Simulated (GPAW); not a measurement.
# WC (Fm-3m) in GPAW: settings compared

Aim: see how the results for WC move with the level of theory and the settings. Levels: LDA+U, PBE. Tasks: single point.

Program: GPAW 26.7.0. These are calculated values, not measurements. Logs are shortened: lines on timing, memory, paths and dates and some standing lists are left out, and cuts for length are marked. The log counts tension as positive stress, the text compression.

## (1) Starting point

The structure is cubic, space group Fm-3m (No. 225). The conventional cell has a = 4.385 Å, b = 4.385 Å, c = 4.385 Å, α = 90.00°, β = 90.00°, γ = 90.00°. W (site symmetry m-3m) is surrounded by 6 C at 2.19 Å. C (site symmetry m-3m) is surrounded by 6 W at 2.19 Å.

Measurements of this composition are mostly on another form, of space group No. 187.

## (2) Single point, LDA+U

Input file run.py:

```python
from ase.dft.bandgap import bandgap
from ase.io import read, write
from ase.units import GPa
from gpaw import GPAW, PW

atoms = read('POSCAR')

calc = GPAW(mode=PW(550),
            xc='LDA',
            kpts={'size': (8, 8, 8), 'gamma': True},
            occupations={'name': 'fermi-dirac', 'width': 0.05},
            setups={'W': ':d,5.3'},
            nbands=19,
            maxiter=120,
            txt='gpaw.txt')
atoms.calc = calc
energy = atoms.get_potential_energy()
forces = atoms.get_forces()
stress = atoms.get_stress()
calc.write('gs.gpw')
write('result.traj', atoms)
print(f'Energy: {energy:.6f} eV')
print('Forces (eV/A):')
print(forces.round(4))
print('Stress (GPa):', (stress / GPa).round(3))
print('Fermi level:', round(calc.get_fermi_level(), 4), 'eV')
print(f'Gap: {bandgap(calc)[0]:.4f} eV, direct: {bandgap(calc, direct=True)[0]:.4f} eV')
```

Input file POSCAR:

```
WC
1.0
    0.0000000000      2.1926840000      2.1926840000
    2.1926840000      0.0000000000      2.1926840000
    2.1926840000      2.1926840000      0.0000000000
W C
1 1
Direct
    0.0000000000      0.0000000000      0.0000000000
    0.5000000000      0.5000000000      0.5000000000
```

Potentials or basis: the program's PAW data sets (release 1.2.1) made for this functional, pw.

On the command line:

```sh
OMP_NUM_THREADS=1 python run.py
```

gpaw.txt:

```text
__  _  _
 | _ |_)|_||  |
 |__||  | ||/\| - 26.7.0

Input parameters:
  mode=PW(ecut=550.0),
  kpts=MonkhorstPack(size=(8, 8, 8), gamma=True),
  maxiter=120,
  nbands=19,
  occupations=Occupations(name='fermi-dirac', width=0.05),
  setups={'W': ':d,5.3'},
  xc=XC(name='LDA')

Diagonalizing LCAO Hamiltonian
Converting LCAO to pw mode

              C

       W

Atoms  # Å, Bohr magnetons
|   | symbol |        x |        y |        z |    initial magnetic moments |
|---|--------|----------|----------|----------|-----------------------------|
| 0 |      W | 0.000000 | 0.000000 | 0.000000 | ( 0.0000,  0.0000,  0.0000) |
| 1 |      C | 2.192684 | 2.192684 | 2.192684 | ( 0.0000,  0.0000,  0.0000) |

Unit cell  # Å
| periodic |        x |        y |        z |  lengths |    angles |
|----------|----------|----------|----------|----------|-----------|
|      yes | 0.000000 | 2.192684 | 2.192684 | 3.100923 | 60.000000 |
|      yes | 2.192684 | 0.000000 | 2.192684 | 3.100923 | 60.000000 |
|      yes | 2.192684 | 2.192684 | 0.000000 | 3.100923 | 60.000000 |

Number of symmetries: 48
Symmetry operations  # r_c * U_cc + t_c -> r_c
|    | kind |            matrix            |
|----|------|------------------------------|
|  0 |  σ   |  1, 0, 0,  1, 0,-1,  1,-1, 0 |
|  1 |  C2  |  1, 0, 0,  1,-1, 0,  1, 0,-1 |
|  2 |  E   |  1, 0, 0,  0, 1, 0,  0, 0, 1 |
|  3 |  σ   |  1, 0, 0,  0, 0, 1,  0, 1, 0 |
|  4 |  C4  |  1, 0,-1,  1, 0, 0,  1,-1, 0 |
|  5 |  S6  |  1, 0,-1,  1,-1, 0,  1, 0, 0 |
|  6 |  σ   |  1, 0,-1,  0, 1,-1,  0, 0,-1 |
|  7 |  C3  |  1, 0,-1,  0, 0,-1,  0, 1,-1 |
|  8 |  S6  |  1,-1, 0,  1, 0, 0,  1, 0,-1 |
|  9 |  C4  |  1,-1, 0,  1, 0,-1,  1, 0, 0 |
| 10 |  C3  |  1,-1, 0,  0,-1, 1,  0,-1, 0 |
| 11 |  σ   |  1,-1, 0,  0,-1, 0,  0,-1, 1 |
| 12 |  σ   |  0, 1, 0,  1, 0, 0,  0, 0, 1 |
| 13 |  C4  |  0, 1, 0,  0, 1,-1, -1, 1, 0 |
| 14 |  C3  |  0, 1, 0,  0, 0, 1,  1, 0, 0 |
| 15 |  S6  |  0, 1, 0, -1, 1, 0,  0, 1,-1 |
| 16 |  C2  |  0, 1,-1,  1, 0,-1,  0, 0,-1 |
| 17 |  σ   |  0, 1,-1,  0, 1, 0, -1, 1, 0 |
| 18 |  S4  |  0, 1,-1,  0, 0,-1,  1, 0,-1 |
| 19 |  C4  |  0, 1,-1, -1, 1, 0,  0, 1, 0 |
| 20 |  C3  |  0, 0, 1,  1, 0, 0,  0, 1, 0 |
| 21 |  σ   |  0, 0, 1,  0, 1, 0,  1, 0, 0 |
| 22 |  S6  |  0, 0, 1,  0,-1, 1, -1, 0, 1 |
| 23 |  C4  |  0, 0, 1, -1, 0, 1,  0,-1, 1 |
| 24 |  S4  |  0, 0,-1,  1, 0,-1,  0, 1,-1 |
| 25 |  C3  |  0, 0,-1,  0, 1,-1,  1, 0,-1 |
| 26 |  C2  |  0, 0,-1,  0,-1, 0, -1, 0, 0 |
| 27 |  S6  |  0, 0,-1, -1, 0, 0,  0,-1, 0 |
| 28 |  S4  |  0,-1, 1,  1,-1, 0,  0,-1, 0 |
| 29 |  C4  |  0,-1, 1,  0, 0, 1, -1, 0, 1 |
| 30 |  C2  |  0,-1, 1,  0,-1, 0,  1,-1, 0 |
| 31 |  σ   |  0,-1, 1, -1, 0, 1,  0, 0, 1 |
| 32 |  C3  |  0,-1, 0,  1,-1, 0,  0,-1, 1 |
| 33 |  S6  |  0,-1, 0,  0, 0,-1, -1, 0, 0 |
| 34 |  S4  |  0,-1, 0,  0,-1, 1,  1,-1, 0 |
| 35 |  C2  |  0,-1, 0, -1, 0, 0,  0, 0,-1 |
| 36 |  C2  | -1, 1, 0,  0, 1, 0,  0, 1,-1 |
| 37 |  S6  | -1, 1, 0,  0, 1,-1,  0, 1, 0 |
| 38 |  S4  | -1, 1, 0, -1, 0, 1, -1, 0, 0 |
| 39 |  C3  | -1, 1, 0, -1, 0, 0, -1, 0, 1 |
| 40 |  S6  | -1, 0, 1,  0, 0, 1,  0,-1, 1 |
| 41 |  C2  | -1, 0, 1,  0,-1, 1,  0, 0, 1 |
| 42 |  C3  | -1, 0, 1, -1, 1, 0, -1, 0, 0 |
| 43 |  S4  | -1, 0, 1, -1, 0, 0, -1, 1, 0 |
| 44 |  C2  | -1, 0, 0,  0, 0,-1,  0,-1, 0 |
| 45 |  i   | -1, 0, 0,  0,-1, 0,  0, 0,-1 |
| 46 |  σ   | -1, 0, 0, -1, 1, 0, -1, 0, 1 |
| 47 |  C2  | -1, 0, 0, -1, 0, 1, -1, 1, 0 |

BZ-sampling:
  Number of BZ points: 512
  Number of IBZ points: 29

  Monkhorst-Pack size: [8, 8, 8]
  Monkhorst-Pack shift: [0.0625, 0.0625, 0.0625]

[... 66 lines left out ...]
    Using partial waves for W as LCAO basis

  C:
    name:    Carbon
    Z:       6.0
    valence: 4
    core:    2
    charge:  0.0  # [|e|]
    compensation charges:
      type: gauss
      rc: 0.20  # [Å]
      lmax: 2
    cutoffs:
      filter: 1.14  # [Å]
      core: 1.14  # [Å]
    projectors
    | kind |    occ | energy [eV] | rcut [Å] |
    |------|--------|-------------|----------|
    |   2s |  2.000 |     -13.639 |    0.635 |
    |   2p |  2.000 |      -5.414 |    0.635 |
    |    s |        |      13.573 |    0.635 |
    |    p |        |      21.797 |    0.635 |
    |    d |        |       0.000 |    0.635 |

    Using partial waves for C as LCAO basis

Reference energy: -439534.908752  # eV

eigensolver:
  PPCG
  Converge bands: occupied
  niter=2

density mixing:
  MSR1-Mixer
  Pratt-step length: 0.05
  Maximum mixing coefficient: 0.75
  Old densities: 10
  SVD Regularization: 0.005
  Good broyden scale: 1.0
  Trust region scale: 1.0
  Backstep threshold: 4.0
  History deletion threshold: 6.0
  Fourier metric: weight=20.0, sigma=0.015

occupation numbers:
  Fermi-Dirac:
    width: 0.0500  # eV

poisson solver:
  ecut: 4400.0  # eV

xc functional:
  name: None

convergence criteria:
- Maximum [total energy] change in last 3 cyles: 0.0005 eV / valence electron
- Maximum integral of absolute [dens]ity change: 0.0001 electrons / valence electron
- Maximum integral of absolute [eigenst]ate change: 4e-08 eV^2 / valence electron
maximum number of iterations: 120

SCF iterations
|iter     | |      energy | eigst |  dens |
|---------|-|-------------|-------|-------|
|iter:   1| |  -18.386188 | +0.11 |       |
|iter:   2| |  -17.686225 | -2.57 | -0.85 |
|iter:   3| |  -16.021165 | -1.53 | -0.92 |
|iter:   4| |  -16.034083 | -3.44 | -1.73 |
|iter:   5| |  -16.049113 | -3.68 | -1.97 |
|iter:   6| |  -16.049110 | -5.40 | -2.72 |
|iter:   7| |  -16.049143c| -7.01 | -3.60 |
|iter:   8| |  -16.049150c| -6.98 | -3.84 |
|iter:   9| |  -16.049150c| -7.60c| -4.66c|

Converged in 9 steps
Energy contributions relative to reference atoms: (reference = -439534.908752)

Energy contributions:
  Kinetic:           5.072960
  Coulomb:          -6.852911
  Zero:             -0.008359
  External:          0.000000
  Xc:              -14.254620
  Entropy:          -0.012438
  Spinorbit:         0.000000
  ----------------------------
  Free energy:     -16.055369
  Extrapolated:    -16.049150

dipole moment: (-16.386529, -16.386529, -16.386529)  # |e|*Ang

Fermi level: 15.468
Eigenvalues  # (at kpt = [0.000, 0.000, 0.000])
| band index |      eig [eV] | occ [0-2] |
|------------|---------------|-----------|
|          0 |       -60.405 |     2.000 |
|        ... |               |           |
|          5 |        12.620 |     2.000 |
|          6 |        12.620 |     2.000 |
|          7 |        12.620 |     2.000 |
|          8 |        14.188 |     2.000 |
|          9 |        14.188 |     2.000 |
|         10 |        14.188 |     2.000 |
|         11 |        14.460 |     2.000 |
|         12 |        14.460 |     2.000 |
|         13 |        21.772 |     0.000 |
|         14 |        24.932 |     0.000 |
|         15 |        38.501 |     0.000 |
|         16 |        38.501 |     0.000 |
|         17 |        38.501 |     0.000 |
|         18 |        40.857 |     0.000 |

No gap
No difference between direct/indirect transitions

Forces  # eV/Ang
|        x |       y |        z |
|----------|---------|----------|
| -0.00000 | 0.00000 | -0.00000 |  # W    0
|  0.00000 | 0.00000 |  0.00000 |  # C    1

Stress tensor  # eV/Ang^3
|         x |         y |         z |
|-----------|-----------|-----------|
|  0.079172 | -0.000000 | -0.000000 |
| -0.000000 |  0.079172 |  0.000000 |
| -0.000000 |  0.000000 |  0.079172 |

# Writing to gs.gpw (mode='')
```

stdout:

```text
Energy: -16.049150 eV
Forces (eV/A):
[[-0.  0. -0.]
 [ 0.  0.  0.]]
Stress (GPa): [12.685 12.685 12.685  0.    -0.    -0.   ]
Fermi level: 15.4683 eV
Gap: 0.0000 eV, direct: 0.0000 eV
```

It took 16 s on 1 thread of Intel Xeon Platinum 8259CL at 2.50GHz (Skylake/Cascade Lake), shared host; peak memory 0.14 GiB.

The run converged, but some of its settings lie outside the range that counts as converged, so its numbers aren't taken as properties of the crystal.

Results:

| Quantity | Value |
| --- | --- |
| Free energy | -16.0554 eV |
| Pressure | -12.7 GPa |
| Band gap on the k mesh | none (metal or under the smearing width) |

Caveat: the cutoff is short for stress and forces, so pressures can be off by a GPa or more; U without spin polarisation on a metal has little footing; the U is typed as a test and isn't derived for this compound.

## (3) Single point, LDA+U

Edit run.py of step 2 so:

```diff
@@ -1,3 +1,4 @@
 from ase.dft.bandgap import bandgap
-from ase.io import read, write
+from ase.io import write
+from ase.spacegroup import crystal
 from ase.units import GPa
@@ -5,3 +6,10 @@
 
-atoms = read('POSCAR')
+# W 4a
+# C 4b
+atoms = crystal(['W', 'C'],
+                basis=[[0.0, 0.0, 0.0],
+                       [0.5, 0.0, 0.0]],
+                spacegroup=225, setting=1,  # Fm-3m
+                cellpar=[4.385368, 4.385368, 4.385368, 90.0, 90.0, 90.0],
+                primitive_cell=True)
 
@@ -11,4 +19,4 @@
             occupations={'name': 'fermi-dirac', 'width': 0.05},
-            setups={'W': ':d,5.3'},
-            nbands=19,
+            setups={'W': '6:d,6.2'},
+            nbands=-10,
             maxiter=120,
```

Potentials or basis: the program's PAW data sets (release 1.2.1) made for this functional, other valence, pw.

On the command line:

```sh
OMP_NUM_THREADS=1 python run.py
```

Wall time 12 s (1 thread of Intel Xeon Platinum 8375C at 2.90GHz (Ice Lake), shared host); peak memory 0.14 GiB.

These settings aren't checked as converged: the numbers below hold their error.

What came out:

- Free energy: -14.1235 eV
- Pressure: -2.7 GPa
- Band gap on the k mesh: none (metal or under the smearing width)

Caveat: the cutoff is short for stress and forces, so pressures can be off by a GPa or more; U without spin polarisation on a metal has little footing; the U is typed as a test and isn't derived for this compound.

## (4) Single point, PBE

Input file run.py:

```python
from ase.dft.bandgap import bandgap
from ase.io import read, write
from ase.units import GPa
from gpaw import GPAW, PW

atoms = read('POSCAR')

calc = GPAW(mode=PW(650),
            xc='PBE',
            kpts={'size': (8, 8, 8), 'gamma': True},
            occupations={'name': 'fermi-dirac', 'width': 0.05},
            nbands=19,
            maxiter=120,
            txt='gpaw.txt')
atoms.calc = calc
energy = atoms.get_potential_energy()
forces = atoms.get_forces()
stress = atoms.get_stress()
calc.write('gs.gpw')
write('result.traj', atoms)
print(f'Energy: {energy:.6f} eV')
print('Forces (eV/A):')
print(forces.round(4))
print('Stress (GPa):', (stress / GPa).round(3))
print('Fermi level:', round(calc.get_fermi_level(), 4), 'eV')
print(f'Gap: {bandgap(calc)[0]:.4f} eV, direct: {bandgap(calc, direct=True)[0]:.4f} eV')
```

POSCAR is that of step 2.

Potentials or basis: GPAW PAW data sets (gpaw-data 1.2.1), pw.

On the command line:

```sh
OMP_NUM_THREADS=1 python run.py
```

gpaw.txt:

```text
__  _  _
 | _ |_)|_||  |
 |__||  | ||/\| - 26.7.0

Input parameters:
  mode=PW(ecut=650.0),
  kpts=MonkhorstPack(size=(8, 8, 8), gamma=True),
  maxiter=120,
  nbands=19,
  occupations=Occupations(name='fermi-dirac', width=0.05),
  xc=XC(name='PBE')

Diagonalizing LCAO Hamiltonian
Converting LCAO to pw mode

              C

       W

Atoms  # Å, Bohr magnetons
|   | symbol |        x |        y |        z |    initial magnetic moments |
|---|--------|----------|----------|----------|-----------------------------|
| 0 |      W | 0.000000 | 0.000000 | 0.000000 | ( 0.0000,  0.0000,  0.0000) |
| 1 |      C | 2.192684 | 2.192684 | 2.192684 | ( 0.0000,  0.0000,  0.0000) |

Unit cell  # Å
| periodic |        x |        y |        z |  lengths |    angles |
|----------|----------|----------|----------|----------|-----------|
|      yes | 0.000000 | 2.192684 | 2.192684 | 3.100923 | 60.000000 |
|      yes | 2.192684 | 0.000000 | 2.192684 | 3.100923 | 60.000000 |
|      yes | 2.192684 | 2.192684 | 0.000000 | 3.100923 | 60.000000 |

Number of symmetries: 48
Symmetry operations  # r_c * U_cc + t_c -> r_c
|    | kind |            matrix            |
|----|------|------------------------------|
|  0 |  σ   |  1, 0, 0,  1, 0,-1,  1,-1, 0 |
|  1 |  C2  |  1, 0, 0,  1,-1, 0,  1, 0,-1 |
|  2 |  E   |  1, 0, 0,  0, 1, 0,  0, 0, 1 |
|  3 |  σ   |  1, 0, 0,  0, 0, 1,  0, 1, 0 |
|  4 |  C4  |  1, 0,-1,  1, 0, 0,  1,-1, 0 |
|  5 |  S6  |  1, 0,-1,  1,-1, 0,  1, 0, 0 |
|  6 |  σ   |  1, 0,-1,  0, 1,-1,  0, 0,-1 |
|  7 |  C3  |  1, 0,-1,  0, 0,-1,  0, 1,-1 |
|  8 |  S6  |  1,-1, 0,  1, 0, 0,  1, 0,-1 |
|  9 |  C4  |  1,-1, 0,  1, 0,-1,  1, 0, 0 |
| 10 |  C3  |  1,-1, 0,  0,-1, 1,  0,-1, 0 |
| 11 |  σ   |  1,-1, 0,  0,-1, 0,  0,-1, 1 |
| 12 |  σ   |  0, 1, 0,  1, 0, 0,  0, 0, 1 |
| 13 |  C4  |  0, 1, 0,  0, 1,-1, -1, 1, 0 |
| 14 |  C3  |  0, 1, 0,  0, 0, 1,  1, 0, 0 |
| 15 |  S6  |  0, 1, 0, -1, 1, 0,  0, 1,-1 |
| 16 |  C2  |  0, 1,-1,  1, 0,-1,  0, 0,-1 |
| 17 |  σ   |  0, 1,-1,  0, 1, 0, -1, 1, 0 |
| 18 |  S4  |  0, 1,-1,  0, 0,-1,  1, 0,-1 |
| 19 |  C4  |  0, 1,-1, -1, 1, 0,  0, 1, 0 |
| 20 |  C3  |  0, 0, 1,  1, 0, 0,  0, 1, 0 |
| 21 |  σ   |  0, 0, 1,  0, 1, 0,  1, 0, 0 |
| 22 |  S6  |  0, 0, 1,  0,-1, 1, -1, 0, 1 |
| 23 |  C4  |  0, 0, 1, -1, 0, 1,  0,-1, 1 |
| 24 |  S4  |  0, 0,-1,  1, 0,-1,  0, 1,-1 |
| 25 |  C3  |  0, 0,-1,  0, 1,-1,  1, 0,-1 |
| 26 |  C2  |  0, 0,-1,  0,-1, 0, -1, 0, 0 |
| 27 |  S6  |  0, 0,-1, -1, 0, 0,  0,-1, 0 |
| 28 |  S4  |  0,-1, 1,  1,-1, 0,  0,-1, 0 |
| 29 |  C4  |  0,-1, 1,  0, 0, 1, -1, 0, 1 |
| 30 |  C2  |  0,-1, 1,  0,-1, 0,  1,-1, 0 |
| 31 |  σ   |  0,-1, 1, -1, 0, 1,  0, 0, 1 |
| 32 |  C3  |  0,-1, 0,  1,-1, 0,  0,-1, 1 |
| 33 |  S6  |  0,-1, 0,  0, 0,-1, -1, 0, 0 |
| 34 |  S4  |  0,-1, 0,  0,-1, 1,  1,-1, 0 |
| 35 |  C2  |  0,-1, 0, -1, 0, 0,  0, 0,-1 |
[... 106 lines left out ...]

    Using partial waves for C as LCAO basis

Reference energy: -439799.299771  # eV

eigensolver:
  PPCG
  Converge bands: occupied
  niter=2

density mixing:
  MSR1-Mixer
  Pratt-step length: 0.05
  Maximum mixing coefficient: 0.75
  Old densities: 10
  SVD Regularization: 0.005
  Good broyden scale: 1.0
  Trust region scale: 1.0
  Backstep threshold: 4.0
  History deletion threshold: 6.0
  Fourier metric: weight=20.0, sigma=0.015

occupation numbers:
  Fermi-Dirac:
    width: 0.0500  # eV

poisson solver:
  ecut: 5200.0  # eV

xc functional:
  name: PBE with 2 nearest neighbor stencil

convergence criteria:
- Maximum [total energy] change in last 3 cyles: 0.0005 eV / valence electron
- Maximum integral of absolute [dens]ity change: 0.0001 electrons / valence electron
- Maximum integral of absolute [eigenst]ate change: 4e-08 eV^2 / valence electron
maximum number of iterations: 120

SCF iterations
|iter     | |      energy | eigst |  dens |
|---------|-|-------------|-------|-------|
|iter:   1| |  -22.062312 | +0.07 |       |
|iter:   2| |  -21.479440 | -2.60 | -0.89 |
|iter:   3| |  -20.189514 | -1.60 | -0.96 |
|iter:   4| |  -20.198997 | -3.65 | -1.74 |
|iter:   5| |  -20.207384 | -3.87 | -1.95 |
|iter:   6| |  -20.207336c| -5.88 | -3.09 |
|iter:   7| |  -20.207337c| -7.38 | -3.87 |
|iter:   8| |  -20.207337c| -7.96c| -4.26c|

Converged in 8 steps
Energy contributions relative to reference atoms: (reference = -439799.299771)

Energy contributions:
  Kinetic:          11.657414
  Coulomb:         -12.879296
  Zero:              0.042337
  External:          0.000000
  Xc:              -19.021028
  Entropy:          -0.013529
  Spinorbit:         0.000000
  ----------------------------
  Free energy:     -20.214101
  Extrapolated:    -20.207337

dipole moment: (-16.314808, -16.314808, -16.314808)  # |e|*Ang

Fermi level: 15.537
Eigenvalues  # (at kpt = [0.000, 0.000, 0.000])
| band index |      eig [eV] | occ [0-2] |
|------------|---------------|-----------|
|          0 |       -59.812 |     2.000 |
|        ... |               |           |
|          5 |        12.671 |     2.000 |
|          6 |        12.671 |     2.000 |
|          7 |        12.671 |     2.000 |
|          8 |        14.356 |     2.000 |
|          9 |        14.356 |     2.000 |
|         10 |        14.356 |     2.000 |
|         11 |        14.467 |     2.000 |
|         12 |        14.467 |     2.000 |
|         13 |        21.881 |     0.000 |
|         14 |        25.196 |     0.000 |
|         15 |        38.496 |     0.000 |
|         16 |        38.496 |     0.000 |
|         17 |        38.496 |     0.000 |
|         18 |        41.344 |     0.000 |

No gap
No difference between direct/indirect transitions

Forces  # eV/Ang
|       x |        y |        z |
|---------|----------|----------|
| 0.00000 | -0.00000 |  0.00000 |  # W    0
| 0.00000 |  0.00000 | -0.00000 |  # C    1

Stress tensor  # eV/Ang^3
|         x |         y |         z |
|-----------|-----------|-----------|
|  0.007453 | -0.000000 |  0.000000 |
| -0.000000 |  0.007453 | -0.000000 |
|  0.000000 | -0.000000 |  0.007453 |

# Writing to gs.gpw (mode='')
```

stdout:

```text
Energy: -20.207337 eV
Forces (eV/A):
[[ 0. -0.  0.]
 [ 0.  0. -0.]]
Stress (GPa): [ 1.194  1.194  1.194 -0.     0.    -0.   ]
Fermi level: 15.5373 eV
Gap: 0.0000 eV, direct: 0.0000 eV
```

Wall time 10 s (1 thread of Arm Neoverse V1, shared host); peak memory 0.15 GiB.

Results:

| Item | Value |
| --- | --- |
| Free energy | -20.2141 eV |
| Pressure | -1.2 GPa |
| Band gap on the k mesh | none (metal or under the smearing width) |

Caveat: the cutoff is short for stress and forces, so pressures can be off by a GPa or more. Spin-orbit coupling is left out, which matters for the levels of W.

## (5) For comparison

An earlier run on the cell as given: functional PBEsol; potentials or basis PAW data sets generated in the run's folder for this functional; cutoff 800 eV; basis pw; k mesh 10 × 10 × 10; occupations fermi-dirac, width 0.05 eV; no spin polarisation.

* Pressure: -10.8 GPa
* Band gap on the k mesh: none (metal or under the smearing width)
